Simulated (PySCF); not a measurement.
Wanted: an ASE script for a PySCF 2.14.0 run.

| Property | Result |
| --- | --- |
| Task | atomic charges |
| Functional | r2SCAN |
| Potentials or basis | pob-tzvp-rev2 (all-electron) |
| k mesh | 2 × 2 × 2 |
| Occupations | fixed |
| Spin | no spin polarisation |
| Exponents discarded below (exp_to_discard) | 0.1 1/bohr^2 |
| conv_tol | 1e-07 Ha |
| max_cycle | 60 |
| Relativity | none |
| Coulomb method | Gaussian density fitting (GDF) |
| Three-centre integrals | read from an earlier run's file |

The structure of AlN lies in AlN.cif:

```cif
data_AlN
_cell_length_a 3.08863331
_cell_length_b 3.08863331
_cell_length_c 3.08863331
_cell_angle_alpha 60.00000000
_cell_angle_beta 60.00000000
_cell_angle_gamma 60.00000000
_space_group_name_H-M_alt 'P1'
_space_group_name_Hall 'P 1'
_space_group_IT_number 1
loop_
_space_group_symop_operation_xyz
'x,y,z'
loop_
_atom_site_label
_atom_site_type_symbol
_atom_site_symmetry_multiplicity
_atom_site_Wyckoff_symbol
_atom_site_fract_x
_atom_site_fract_y
_atom_site_fract_z
_atom_site_occupancy
Al1 Al 1 a 0.0000000000 0.0000000000 0.0000000000 1
N1 N 1 a 0.2500000000 0.2500000000 0.2500000000 1
```

Measurements of this composition are mostly on another form, of space group No. 186.

The input as run:

run.py

```python
import json
import numpy as np
from pyscf.pbc import gto, scf, dft, df
from pyscf.pbc.tools import pyscf_ase
from ase.io import read

atoms = read('AlN.cif')
cell = pyscf_ase.cell_from_ase(atoms)
cell.basis = 'pob-tzvp-rev2'
cell.exp_to_discard = 0.1
cell.precision = 1e-08
cell.max_memory = 5880  # MB
cell.verbose = 4
cell.build()

res = {}
kpts = cell.make_kpts([2, 2, 2])
mf = dft.KRKS(cell, kpts, xc='r2scan')
mf = mf.density_fit()
mf.with_df._cderi = 'cderi.h5'  # three-centre integrals saved by an earlier run on this cell, basis and mesh
mf.conv_tol = 1e-07
mf.max_cycle = 60

mf.kernel()
res.update(converged=bool(mf.converged), e_tot=mf.e_tot, nelec=cell.nelectron, nao=cell.nao, mesh=list(map(int, cell.mesh)), a=cell.lattice_vectors().tolist(), coords=cell.atom_coords().tolist(),
           mo_energy=[np.real(x).tolist() for x in mf.mo_energy], mo_occ=[np.real(x).tolist() for x in mf.mo_occ])
res.update(kpts=cell.get_scaled_kpts(kpts).tolist())
res['parts'] = {k: float(np.real(v)) for k, v in mf.scf_summary.items() if np.isscalar(v)}
json.dump(res, open('results.json', 'w'))
if not mf.converged:
    raise SystemExit('SCF not converged')

print('levels (eV)')
for i, kp in enumerate(res['kpts'][:40]):
    print('k %7.4f %7.4f %7.4f  ' % tuple(kp), ' '.join('%.3f' % (x * 27.211386) for x in res['mo_energy'][i][:15]))

# Mulliken populations
dm, s = np.asarray(mf.make_rdm1()), np.asarray(mf.get_ovlp())
sites = cell.aoslice_by_atom()[:, 2:]
tot = np.einsum('kij,kji->i', dm, s).real / len(kpts)
res['mulliken'] = [cell.atom_charge(i) - tot[a0:a1].sum() for i, (a0, a1) in enumerate(sites)]
print('Mulliken charges', np.round(res['mulliken'], 5))
res['meta_lowdin'] = mf.mulliken_meta()[1].tolist()
res['done'] = True
json.dump(res, open('results.json', 'w'))
```

Potentials or basis: pob-tzvp-rev2 (all-electron).

Command:

```console
$ OMP_NUM_THREADS=4 python -u run.py > log
```

It gave:

```
Band gap on the k mesh : 4.00 eV, indirect (least direct gap 4.73 eV)
Meta-löwdin charges    : Al +0.82; N -0.82 e
```

Caveat: the k mesh is coarse (spacing up to 1.25 Å⁻¹), so the values aren't converged; the default atom-centred grid shifts energies of crystals by up to some 10 meV an atom and pressures by some 0.5 GPa; population charges move with the basis; the basis of atomic orbitals isn't converged, which shifts pressures, moduli and gaps.

Wall time 29 s on 4 threads of Intel(R) Xeon(R) Processor @ 2.50GHz (Skylake/Cascade Lake), on a shared host, peak memory 0.86 GiB.
